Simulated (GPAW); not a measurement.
The system is TiO2.

```
CELL_PARAMETERS angstrom
4.59984 0.00000 0.00000
0.00000 4.59984 0.00000
0.00000 0.00000 2.95921
ATOMIC_POSITIONS crystal
Ti 0.00000 0.00000 0.50000
Ti 0.50000 0.50000 0.00000
O 0.30432 0.30432 0.50000
O 0.69568 0.69568 0.50000
O 0.19568 0.80432 0.00000
O 0.80432 0.19568 0.00000
```

The cell is a database's computed one.

Base run:

```yaml
Program: GPAW 26.7.0
Functional: WC
Potentials_or_basis: PAW data sets generated in the run's folder for this functional
Cutoff: 800 eV
Basis: pw
k_mesh: 4 × 4 × 6
Occupations: fermi-dirac, width 0.05 eV
Spin: no spin polarisation
```

Its results: band gap on the k mesh 1.84 eV, direct; pressure -1.4 GPa; largest force 0.023 eV/Å.

The run is repeated on the same cell with these changes: functional from WC to BP86. What comes out?

Band gap on the k mesh 1.86 eV, direct; pressure 5.1 GPa; largest force 0.033 eV/Å.

Not every run made on this cell is shown here.
